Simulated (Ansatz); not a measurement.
A run of Ansatz 0.2.0 is set up as follows.

input.yaml

```yaml
crystal:
  lattice:
    - [2.7036817444, 0.0, 0.0]
    - [0.0, 2.7036817444, 0.0]
    - [0.0, 0.0, 2.7036817444]
  atoms:
    - { symbol: As, position: [0.5, 0.5, 0.5] }
hamiltonian:
  xc: pbesol
  pseudopotentials: { kind: paw }
kpoints:
  mp_grid: { grid: [10, 10, 10] }
scf:
  occupations: { method: fermi_dirac, width: 0.05 }
output:
  forces: true
  stress: true
  eigenvalues: true
  write_density: true
  write_potential: true
  elf: true
  volumetric_format: npy
relax:
  f_tol: 0.01
  max_steps: 40
  cell: { stress_tol: 0.05 }
```

Potentials or basis: Ansatz PAW.

Launch:

```console
$ ansatz run input.yaml --threads 2 --pin off --max-ram 5632MiB --backend cpu --events-out ev --progress --plain --runs-dir out
```

**Question.** Predict the relaxed cell.

**Answer.** a = 2.688 Å, b = 2.688 Å, c = 2.688 Å, α = 90.00°, β = 90.00°, γ = 90.00°.

**Question.** Predict the space group after relaxing (to 0.05 Å).

**Answer.** Pm-3m (No. 221).

**Question.** What does it give for the relaxed volume?

**Answer.** 19.42 Å³/atom.

Step by step:
| step | energy change (eV) | largest force (eV/Å) | volume (Å³) |
| --- | --- | --- | --- |
| 1 | 0.0000 | 0.0000 | 19.76 |
| 2 | -0.0015 | 0.0000 | 19.27 |
| 3 | -0.0018 | 0.0000 | 19.42 |
| 4 | -0.0017 | 0.0000 | 19.42 |

Caveat: the plane-wave basis is chosen anew once the cell has moved, so the energies of steps on either side of that aren't comparable; the PAW data sets come from PBE, with cores solved anew for the run's functional, which leaves a small shift of forces and pressure.
